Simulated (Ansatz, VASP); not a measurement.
# PbS: VASP beside Ansatz

Contents of INCAR:

```
ALGO     = Normal         # electronic algorithm
EDIFF    = 1E-6           # SCF threshold, eV
ENCUT    = 520            # plane-wave cutoff, eV
GGA      = PS             # functional
ISIF     = 2              # what is computed and relaxed
ISMEAR   = 0              # smearing method
LASPH    = T              # aspherical terms in the spheres
LCHARG   = F              # write CHGCAR
LREAL    = F              # projectors in reciprocal space
LWAVE    = F              # write WAVECAR
NBANDS   = 17             # bands
NELM     = 60             # most SCF steps
PREC     = Accurate       # precision mode
SIGMA    = 0.03           # smearing width, eV
```

File KPOINTS:

```
k-points
0
Gamma
  10 10 10
```

POSCAR

```
PbS
1.0
    0.0000000000      2.9650000000      2.9650000000
    2.9650000000      0.0000000000      2.9650000000
    2.9650000000      2.9650000000      0.0000000000
Pb S
1 1
Direct
    0.0000000000      0.0000000000      0.0000000000
    0.5000000000      0.5000000000      0.5000000000
```

Input for Ansatz:

```yaml
crystal:
  lattice:
    - [0.0, 2.965, 2.965]
    - [2.965, 0.0, 2.965]
    - [2.965, 2.965, 0.0]
  atoms:
    - { symbol: Pb, position: [0.0, 0.0, 0.0] }
    - { symbol: S, position: [0.5, 0.5, 0.5] }
basis:
  ecutwfc: 420
kpoints:
  mp_grid: { grid: [10, 10, 10] }
hamiltonian:
  xc: pbesol
scf:
  occupations: { method: gaussian, width: 0.03 }
output:
  forces: true
  stress: true
  eigenvalues: true
```

Alike in both runs: task single point; functional PBEsol; k mesh 10 × 10 × 10; occupations gaussian, width 0.03 eV; no spin polarisation.

```csv
,VASP,Ansatz
version,VASP 6.6.1,Ansatz 0.2.0
potentials or method,"VASP PAW PBE potentials, release 64 (Pb_d, S)","scalar-relativistic, plane waves, PAW"
plane-wave cutoff (eV),520,420
valence electrons in the cell,20,20
```

```csv
,VASP,Ansatz,Ansatz less VASP
gap on the k mesh at the Fermi level (eV),0.25,0.25,-0.006
least direct gap on the mesh (eV),0.25,0.25,-0.006
pressure (GPa),-0.9,-0.8,+0.05
```

Caveats: the PAW data sets were made with another functional, which shifts forces and pressure a little (VASP); spin-orbit coupling is left out, which as a rule narrows the gap of such compounds by several tenths of an eV.
